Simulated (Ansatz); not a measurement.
# Ti-47 nuclear quadrupole resonance in TiO2 at a changed volume

Cell: a structure deposited in the COD, relaxed with PBE at fixed cell and then changed (volume scaled by 0.94, ions relaxed).

```yaml
crystal:
  lattice:
    - [4.50022, 0.00000, 0.00000]
    - [0.00000, 4.50022, 0.00000]
    - [0.00000, 0.00000, 2.89860]
  atoms:
    - { symbol: Ti, position: [0.00000, 0.00000, 0.00000] }
    - { symbol: Ti, position: [0.50000, 0.50000, 0.50000] }
    - { symbol: O, position: [0.30238, 0.30238, 0.00000] }
    - { symbol: O, position: [0.19762, 0.80238, 0.50000] }
    - { symbol: O, position: [0.69762, 0.69762, 0.00000] }
    - { symbol: O, position: [0.80238, 0.19762, 0.50000] }
```

Atom numbers follow the list; atoms alike are taken as one site, whose name carries the number of the first.

Level of theory: DFT, PBE, plane waves and PAW, scalar-relativistic, 420 eV cutoff, Γ-centred 7×7×10 k-points, Fermi–Dirac smearing 0.02 eV (Ansatz 0.2.0).

Ti-47: I = 5/2, Q = 302.0 mb (year-2017 value). Static lattice, zero field.

Problem. Predict the zero-field Ti-47 lines of each site.

Solution. For I = 5/2 and η = 0 the lines are 3|C_Q|/20 and twice that; η pulls their ratio below 2. At large η the states mix, and weaker lines appear at sums of the main ones; lines under 5 % of the strongest are left out.

```csv
site,atoms,V_zz (10²¹ V/m²),C_Q (MHz),η,line frequencies (MHz)
Ti,"1, 2",-1.44,-10.5,0.75,"2.34, 2.89, 5.24"
```

Problem. And for ⁴⁹Ti (I = 7/2, Q = 247.0 mb) on Ti?

Solution. C_Q scales with Q to -8.59 MHz, with lines at 1.12, 1.33, 1.73, 2.45 MHz.

At this changed cell the PBE pressure is 22 GPa.
